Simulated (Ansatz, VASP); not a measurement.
Given: the input of a run of Ansatz 0.2.0 on TiTe2.

Contents of input.yaml:

```yaml
crystal:
  lattice:
    - [3.777, 0.03777, 0.0]
    - [-1.8557902205, 3.2520929501, 0.0]
    - [0.0, 0.0, 6.498]
  atoms:
    - { symbol: Te, position: [0.3333333333, 0.6666666667, 0.7372] }
    - { symbol: Te, position: [0.6666666667, 0.3333333333, 0.2628] }
    - { symbol: Ti, position: [0.0, 0.0, 0.0] }
hamiltonian:
  xc: pbe
  pseudopotentials: { kind: paw }
kpoints:
  mp_grid: { grid: [7, 7, 4] }
scf:
  occupations: { method: fermi_dirac, width: 0.05 }
output:
  forces: true
  stress: true
  eigenvalues: true
```

Potentials or basis: Ansatz PAW.

Run with:

```sh
$ ansatz run input.yaml --threads 2 --pin off --max-ram 5632MiB --backend cpu --events-out ev --progress --plain --runs-dir out
```

Question: Set up the same calculation for VASP 6.6.1. Potentials there: VASP PAW PBE potentials, release 64 (Te, Ti_sv).

Answer: As run (the cutoff follows the program's own potentials):

The input INCAR:

```
PREC = Accurate
ENCUT = 520
EDIFF = 1E-6
ISMEAR = -1
SIGMA = 0.05
LREAL = F
LASPH = T
NELM = 80
ALGO = Normal
ISIF = 2
LWAVE = F
LCHARG = F
GGA = PE
NBANDS = 19
```

File KPOINTS:

```
regular mesh
0
Gamma
  7 7 4
```

The input POSCAR:

```
TiTe2
1.0
    3.7770000000      0.0377700000      0.0000000000
   -1.8557902205      3.2520929501      0.0000000000
    0.0000000000      0.0000000000      6.4980000000
Te Ti
2 1
Direct
    0.3333333333      0.6666666667      0.7372000000
    0.6666666667      0.3333333333      0.2628000000
    0.0000000000      0.0000000000      0.0000000000
```

Potentials or basis: VASP PAW PBE potentials, release 64 (Te, Ti_sv).

Command:

```bash
$ cat potpaw_PBE.64/Te/POTCAR potpaw_PBE.64/Ti_sv/POTCAR > POTCAR
$ mpirun -np 1 vasp_std > vasp.out
```

Both were run:

|  | VASP | Ansatz | Ansatz less VASP |
| --- | --- | --- | --- |
| gap on the k mesh at the Fermi level (eV) | none | none | - |
| pressure (GPa) | 0.9 | 0.9 | +0.01 |
| largest component of the traceless stress (GPa) | 0.70 | 0.70 | -0.002 |
| rms of the force components (eV/Å) | 0.022 | 0.022 | 0.0000 |

Atom by atom the forces differ by 0.005 eV/Å (rms over components). A gap of «none» marks a metal or a gap that the smearing closes. The two sets of potentials don't hold the same shells in valence.

The runs have no spin-orbit coupling, so splittings on Te are missing.
